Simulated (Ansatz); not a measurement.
# PtTe: changing the Hubbard U on Pt d

Symmetry: P6_3/mmc, No. 194, hexagonal system. Conventional cell: a = 4.263 Å, b = 4.263 Å, c = 5.662 Å, α = 90.00°, β = 90.00°, γ = 120.00°. Pt (site symmetry -3m) is surrounded by 2 Pt at 2.83 Å and 6 Te at 2.84 Å. Te (site symmetry -6m2) is surrounded by 6 Pt at 2.84 Å.

Measurements of this composition are mostly on another form, of space group No. 166.

Kept alike: task band structure; functional PBEsol; k mesh 7 × 7 × 5; occupations fermi-dirac, width 0.05 eV; no spin polarisation. Program: Ansatz, Ansatz PAW, cutoff 420 eV. The mesh is that of the run's cell of 4 atoms. No spin-orbit coupling.

| Hubbard U on Pt d, U (eV) | pressure (GPa) |
| --- | --- |
| 0 | -4.94 |
| 1 | -4.99 |
| 2 | -4.98 |
| 3 | -4.90 |
| 4 | -4.79 |
| 5 | -4.64 |
| 6 | -4.45 |
| 8 | -3.94 |

Pressure is positive in compression, with a Pulay correction for the finite cutoff. U acts here on a shell without spin polarisation. For a metal such a mesh leaves the last digits unconverged. How U acts hangs on the program's projectors. All rows use potentials made for PBE. U is the effective U - J on orthogonalised atomic projectors. Double counting: fully localised limit (the default).

Question: What does the Hubbard U on Pt d change here?

Answer: The pressure runs from -4.99 (1) to -3.94 GPa (8).
